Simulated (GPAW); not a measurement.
SnTe in GPAW: the effect of strain hydrostatic

The system is SnTe.

```
CELL_PARAMETERS angstrom
0.00000 3.02482 3.02482
3.02482 0.00000 3.02482
3.02482 3.02482 0.00000
ATOMIC_POSITIONS crystal
Te 0.50000 0.50000 0.50000
Sn 0.00000 0.00000 0.00000
```

Alike in all runs:

| Item | Value |
| --- | --- |
| Program | GPAW 26.7.0 |
| Task | band structure |
| Functional | PBEsol |
| Potentials or basis | PAW data sets generated in the run's folder for this functional |
| Cutoff | 600 eV |
| Basis | pw |
| k mesh | 7 × 7 × 7 |
| Occupations | fermi-dirac, width 0.05 eV |
| Spin | no spin polarisation |
| Maxiter | 150 |
| Band path | GXWKGLUWLK,UX |
| Band points | 80 |

```csv
strain hydrostatic,pressure (GPa)
-0.04,6.6
-0.02,2.4
-0.01,0.8
0,-0.7
0.01,?
0.02,-3.0
0.04,-4.6
```

**Question.** What does the run with strain hydrostatic 0.01 give?

**Answer.** Pressure -1.9 GPa.

Worked out: A parabola through the other rows of the pressure, of slope -118 GPa per unit of strain hydrostatic there, gives -2.0 GPa, against the run's -1.9.

Caveats: the density grid can change from cell to cell, which puts small steps into energies and stress.
